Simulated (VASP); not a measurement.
WS2: single point with PBEsol

Slab: WS2, a slab with vacuum.

```xyz
12
Lattice="3.1831 0.0000 0.0000 -1.5916 2.7567 0.0000 0.0000 0.0000 35.1806" Properties=species:S:1:pos:R:3 pbc="T T T"
W     0.0000    1.8378   20.8380
W     0.0000    1.8378    7.8593
W     1.5916    0.9189   27.3212
W     1.5916    0.9189   14.3425
S     0.0000    1.8378   28.8885
S     0.0000    1.8378   15.9024
S     1.5916    0.9189   22.3967
S     1.5916    0.9189    9.4193
S     0.0000    1.8378   25.7613
S     0.0000    1.8378   12.7839
S     1.5916    0.9189   19.2781
S     1.5916    0.9189    6.2921
```

```
Program             : VASP 6.6.1
Task                : single point
Functional          : PBEsol
Potentials or basis : VASP PAW PBE potentials, release 64 (W_sv, S)
Cutoff              : 520 eV
k mesh              : 10 × 10 × 1
Occupations         : fermi-dirac, width 0.05 eV
Spin                : no spin polarisation
```

| Quantity | Value |
| --- | --- |
| Largest force | 0.243 eV/Å |
| Band gap on the k mesh | 1.40 eV, indirect (least direct gap 2.10 eV) |

Forces on the atoms (eV/Å):
```
W    0.000  0.000 -0.021
W    0.000  0.000 -0.128
W    0.000  0.000  0.128
W    0.000  0.000  0.021
S    0.000  0.000 -0.243
S    0.000  0.000 -0.082
S    0.000  0.000 -0.061
S    0.000  0.000 -0.098
S    0.000  0.000  0.098
S    0.000  0.000  0.061
S    0.000  0.000  0.082
S    0.000  0.000  0.243
```

Levels at points of the mesh, in eV from the valence-band top:
| k point | band 50 | band 51 | band 52 | band 53 | band 54 | band 55 |
| --- | --- | --- | --- | --- | --- | --- |
| (0.00, 0.00, 0.00) | -0.48 | -0.18 | 0.00 | 2.43 | 2.43 | 2.43 |
| (0.50, 0.00, 0.00) | -1.41 | -1.38 | -1.36 | 2.37 | 2.38 | 2.39 |

Wall time 2.2 min on 4 MPI ranks on Intel(R) Xeon(R) Platinum 8559C (Emerald Rapids) (shared host), peak memory 0.51 GiB a rank.

Caveat: the PAW data sets were made with another functional, which shifts forces and pressure a little; spin-orbit coupling is left out, which moves the levels of the heavy elements. Expect the measured gap to be larger: semilocal functionals such as PBEsol lack the derivative discontinuity.
